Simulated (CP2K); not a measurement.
KTaO3:

```xyz
5
Lattice="3.9883 0.0000 0.0000 0.0000 3.9883 0.0000 0.0000 0.0000 3.9883" Properties=species:S:1:pos:R:3 pbc="T T T"
Ta    0.0000    0.0000    0.0000
K     1.9942    1.9942    1.9942
O     0.0000    0.0000    1.9942
O     0.0000    1.9942    0.0000
O     1.9942    0.0000    0.0000
```

Base run:

| Item | Value |
| --- | --- |
| Program | CP2K 2026.2 |
| Functional | PBE |
| Potentials or basis | GTH_SOC_POTENTIALS Ta GTH-PBE-q13, K GTH-PBE-q9, O GTH-PBE-q6; DZVP-MOLOPT-SR-GTH basis |
| Density cutoff | 8163 eV |
| k mesh | 7 × 7 × 7 |
| Occupations | fermi-dirac, width 0.05 eV |
| Spin | spin-orbit coupling, no magnetisation |

Its results: pressure 2.3 GPa.

Problem. The run is repeated on the same cell with these changes: functional from PBE to LDA. What comes out?

Solution. Pressure -6.1 GPa.

LDA binds more tightly than PBE, so the same cell stands under less pressure.

Caveats: the basis of atomic orbitals isn't converged, which shifts pressures, moduli and gaps; the potentials were made for another functional, which shifts forces and pressure (some runs).
